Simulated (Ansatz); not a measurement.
# LiBr: the gap against volume

LiBr, Fm-3m, a = 5.511 Å. Ansatz: PBE, PAW, 420 eV, Γ-centred 8×8×8 mesh on 2 atoms, Gaussian smearing 0.02 eV; no spin polarisation. Symmetry fixes shape and atoms, so the cell is only scaled; x = ln(V/V0) with V0 = 20.920 Å³/atom. The gap is read at the mesh points alone.

```
      x gap y (eV)
-0.1278       5.531
-0.0943       5.356
-0.0619       5.196
-0.0305       5.050
 0.0000       4.915
 0.0296       4.792
 0.0583       4.677
 0.0953           ?
```

Problem. Fit a straight line to the other rows, give the volume deformation potential of the gap and its pressure coefficient, and predict the missing gap. B0 = 25.7 GPa.

Solution. Means x = -0.03237, y = 5.0739; Σ(Δx)² = 0.02693, ΣΔxΔy = -0.1233; the slope is their ratio. y = 4.9256 − 4.5806 x. The slope is the deformation potential a = dE_g/d ln V = -4.58 eV, and dE_g/dP = −a/B0 = 178 meV/GPa. With a term in x² added, the coefficient of x becomes -4.302, 6 % less, which shows how far this figure hangs on the form. At x = 0.0953 the fit asked for gives 4.489 eV. The run gave 4.538 eV, so the fit is 0.049 eV too low, 4.9 % of the span of the series, against an rms of 0.013 eV on the fitted rows. The row lies outside the fitted range. With a term in x² added, a fit to the same known rows predicts 4.541 eV, so most of the miss is curvature that the known rows already hold.

Spin-orbit coupling is left out; it would lift a valence top of Br p states by 0.1 to 0.15 eV. Semilocal functionals give gaps under the measured ones; changes of the gap mostly carry over better.